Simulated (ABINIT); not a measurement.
# Bi (Im-3m) in ABINIT: notebook, part 2 of 2

ABINIT 10.8.3 (patched build).

### 4 Equation of state, BLYP

Input file run.abi:

```
# Datasets: one volume each
ndtset 7
getwfk -1
scalecart1 3*0.9795861087
scalecart2 3*0.9864848297
scalecart3 3*0.9932883884
scalecart4 3*1.0000000000
scalecart5 3*1.0066227096
scalecart6 3*1.0131594038
scalecart7 3*1.0196128224

# Pseudopotentials
pp_dirpath "./"
pseudos "Bi.GGA_PBE-JTH.xml"

# Structure
acell 3.4319383527 3.4319383527 3.4319383527 Angstrom
rprim
    -0.5773502692     0.5773502692     0.5773502692
     0.5773502692    -0.5773502692     0.5773502692
     0.5773502692     0.5773502692    -0.5773502692
ntypat 1
znucl 83
natom 1
typat 1
xred
     0.0000000000     0.0000000000     0.0000000000

# Plane-wave basis
ecut 22.0
pawecutdg 44.0

# k points
kptopt 1
ngkpt 9 9 9
nshiftk 1
shiftk 0.0 0.0 0.0

# Exchange and correlation
ixc -106131

# Bands and occupations
nband 12
occopt 3
tsmear 0.05 eV

# SCF cycle
nstep 100
tolvrs 1.0e-9

# Output
iomode 3
prtwf 1
prtden 0
prteig 0
prtebands 0
enunit 1
```

Potentials or basis: JTH PAW PBE v2.0.

Launch:

```
$ abinit run.abi > log 2>&1
```

run.abo:

```text
.Version 10.8.3 of ABINIT
 DATASET    1 : space group Im -3 m (#229); Bravais cI (body-center cubic)
================================================================================
 Values of the parameters that define the memory need for DATASET  1.
     intxc =       0    ionmov =       0      iscf =      17    lmnmax =      18
     lnmax =       6     mgfft =      30  mpssoang =       3    mqgrid =    3001
     natom =       1  nloc_mem =       2    nspden =       1   nspinor =       1
    nsppol =       1      nsym =      48    n1xccc =       1    ntypat =       1
    occopt =       3   xclevel =       2
       mpw =         981          nfft =       27000          nkpt =          35
 PAW method is used; the additional fine FFT grid is defined by:
   mgfftf=        40    nfftf =     64000
================================================================================
================================================================================
[... 71 lines left out ...]
 DATASET    7 : space group Im -3 m (#229); Bravais cI (body-center cubic)
================================================================================
 Values of the parameters that define the memory need for DATASET  7.
     intxc =       0    ionmov =       0      iscf =      17    lmnmax =      18
     lnmax =       6     mgfft =      30  mpssoang =       3    mqgrid =    3001
     natom =       1  nloc_mem =       2    nspden =       1   nspinor =       1
    nsppol =       1      nsym =      48    n1xccc =       1    ntypat =       1
    occopt =       3   xclevel =       2
       mpw =        1118          nfft =       27000          nkpt =          35
 PAW method is used; the additional fine FFT grid is defined by:
   mgfftf=        40    nfftf =     64000
================================================================================
================================================================================

--------------------------------------------------------------------------------
------------- Echo of variables that govern the present computation ------------
--------------------------------------------------------------------------------
 -outvars: echo values of preprocessed input variables --------
            acell      6.4854235676E+00  6.4854235676E+00  6.4854235676E+00 Bohr
              amu      2.08980370E+02
             ecut      2.20000000E+01 Hartree
           enunit           1
           getwfk          -1
              ixc     -106131
           jdtset        1    2    3    4    5    6    7
         kptrlatt        9    0    0      0    9    0      0    0    9
          kptrlen1     5.71772775E+01
          kptrlen2     5.75799477E+01
          kptrlen3     5.79770633E+01
          kptrlen4     5.83688121E+01
          kptrlen5     5.87553718E+01
          kptrlen6     5.91369109E+01
          kptrlen7     5.95135893E+01
            natom           1
            nband          12
           ndtset           7
            ngfft          30      30      30
          ngfftdg          40      40      40
             nkpt          35
            nstep         100
             nsym          48
           ntypat           1
           occopt           3
        pawecutdg      4.40000000E+01 Hartree
         pawxcdev           0
           prtden           0
        prtebands           0
           prteig           0
            rprim1    -5.6556430356E-01  5.6556430356E-01  5.6556430356E-01
                       5.6556430356E-01 -5.6556430356E-01  5.6556430356E-01
                       5.6556430356E-01  5.6556430356E-01 -5.6556430356E-01
            rprim2    -5.6954728199E-01  5.6954728199E-01  5.6954728199E-01
                       5.6954728199E-01 -5.6954728199E-01  5.6954728199E-01
                       5.6954728199E-01  5.6954728199E-01 -5.6954728199E-01
            rprim3    -5.7347531844E-01  5.7347531844E-01  5.7347531844E-01
                       5.7347531844E-01 -5.7347531844E-01  5.7347531844E-01
                       5.7347531844E-01  5.7347531844E-01 -5.7347531844E-01
            rprim4    -5.7735026920E-01  5.7735026920E-01  5.7735026920E-01
                       5.7735026920E-01 -5.7735026920E-01  5.7735026920E-01
                       5.7735026920E-01  5.7735026920E-01 -5.7735026920E-01
            rprim5    -5.8117389237E-01  5.8117389237E-01  5.8117389237E-01
                       5.8117389237E-01 -5.8117389237E-01  5.8117389237E-01
                       5.8117389237E-01  5.8117389237E-01 -5.8117389237E-01
            rprim6    -5.8494785453E-01  5.8494785453E-01  5.8494785453E-01
                       5.8494785453E-01 -5.8494785453E-01  5.8494785453E-01
                       5.8494785453E-01  5.8494785453E-01 -5.8494785453E-01
            rprim7    -5.8867373749E-01  5.8867373749E-01  5.8867373749E-01
                       5.8867373749E-01 -5.8867373749E-01  5.8867373749E-01
                       5.8867373749E-01  5.8867373749E-01 -5.8867373749E-01
          spgroup         229
           tolvrs      1.00000000E-09
           tsmear      1.83746611E-03 Hartree
            typat      1
           useylm           1
            znucl       83.00000

================================================================================

 chkinp: Checking input parameters for consistency, jdtset=   1.

 chkinp: Checking input parameters for consistency, jdtset=   2.
[... 42 lines left out ...]
 getcut: wavevector=  0.0000  0.0000  0.0000  ngfft=  40  40  40
         ecut(hartree)=     44.000   => boxcut(ratio)=   2.10989

--- Pseudopotential description ------------------------------------------------
- pspini: atom type   1  psp file is ./Bi.GGA_PBE-JTH.xml
 Pseudopotential format is: paw10
 basis_size (lnmax)=  6 (lmn_size= 18), orbitals=   0   0   1   1   2   2
 Spheres core radius: rc_sph= 2.41230754
 Shapefunction is BESSEL type: shapef(r,l)=aa(1,l)*jl(q(1,l)*r)+aa(2,l)*jl(q(2,l)*r)
 Radius for shape functions =  2.20555141
 Compensation charge density is not taken into account in XC energy/potential

   4.19464370E+02                                ecore*ucvol(ha*bohr**3)
--------------------------------------------------------------------------------

[... 1154 lines left out ...]
-Cartesian components of stress tensor (GPa)         [Pressure=  1.7057E+00 GPa]
- sigma(1 1)= -1.70571749E+00  sigma(3 2)=  0.00000000E+00
- sigma(2 2)= -1.70571749E+00  sigma(3 1)=  0.00000000E+00
- sigma(3 3)= -1.70571749E+00  sigma(2 1)=  0.00000000E+00

== END DATASET(S) ==============================================================
================================================================================

 -outvars: echo values of variables after computation  --------
            acell      6.4854235676E+00  6.4854235676E+00  6.4854235676E+00 Bohr
           etotal1    -7.2032655406E+01
           etotal2    -7.2033907021E+01
           etotal3    -7.2034928563E+01
           etotal4    -7.2035742574E+01
           etotal5    -7.2036370770E+01
           etotal6    -7.2036832661E+01
           etotal7    -7.2037146648E+01
            fcart1    -0.0000000000E+00 -0.0000000000E+00 -0.0000000000E+00
            fcart2    -0.0000000000E+00 -0.0000000000E+00 -0.0000000000E+00
            fcart3    -0.0000000000E+00 -0.0000000000E+00 -0.0000000000E+00
            fcart4    -0.0000000000E+00 -0.0000000000E+00 -0.0000000000E+00
            fcart5    -0.0000000000E+00 -0.0000000000E+00 -0.0000000000E+00
            fcart6    -0.0000000000E+00 -0.0000000000E+00 -0.0000000000E+00
            fcart7    -0.0000000000E+00 -0.0000000000E+00 -0.0000000000E+00
            rprim1    -5.6556430356E-01  5.6556430356E-01  5.6556430356E-01
                       5.6556430356E-01 -5.6556430356E-01  5.6556430356E-01
                       5.6556430356E-01  5.6556430356E-01 -5.6556430356E-01
[... 17 lines left out ...]
                       5.8867373749E-01  5.8867373749E-01 -5.8867373749E-01
           strten1    -3.2672735833E-04 -3.2672735833E-04 -3.2672735833E-04
                       0.0000000000E+00  0.0000000000E+00  0.0000000000E+00
           strten2    -2.6913015929E-04 -2.6913015929E-04 -2.6913015929E-04
                       0.0000000000E+00  0.0000000000E+00  0.0000000000E+00
           strten3    -2.1709343749E-04 -2.1709343749E-04 -2.1709343749E-04
                       0.0000000000E+00  0.0000000000E+00  0.0000000000E+00
           strten4    -1.7037061485E-04 -1.7037061485E-04 -1.7037061485E-04
                       0.0000000000E+00  0.0000000000E+00  0.0000000000E+00
           strten5    -1.2850669084E-04 -1.2850669084E-04 -1.2850669084E-04
                       0.0000000000E+00  0.0000000000E+00  0.0000000000E+00
           strten6    -9.1186956516E-05 -9.1186956516E-05 -9.1186956516E-05
                       0.0000000000E+00  0.0000000000E+00  0.0000000000E+00
           strten7    -5.7976159158E-05 -5.7976159158E-05 -5.7976159158E-05
                       0.0000000000E+00  0.0000000000E+00  0.0000000000E+00
 Calculation completed.
```

It took 96 s on 1 thread of Arm Neoverse V1, shared host; peak memory 0.14 GiB.

Results:

```
Equilibrium volume : 34.25 Å³/atom (rough: see the caveat)
Bulk modulus       : 41 GPa (rough)
```

Energy against volume, from the lowest point:
| volume (Å³/atom) | energy (meV/atom) |
| --- | --- |
| 29.250 | 122.21 |
| 29.872 | 88.15 |
| 30.495 | 60.36 |
| 31.117 | 38.21 |
| 31.739 | 21.11 |
| 32.362 | 8.54 |
| 32.984 | 0.00 |

Caveat: pressures at fixed basis lie under the slope of the energies; the minimum lies outside the volumes run; the PAW data sets were made with another functional, which shifts forces and pressure a little.
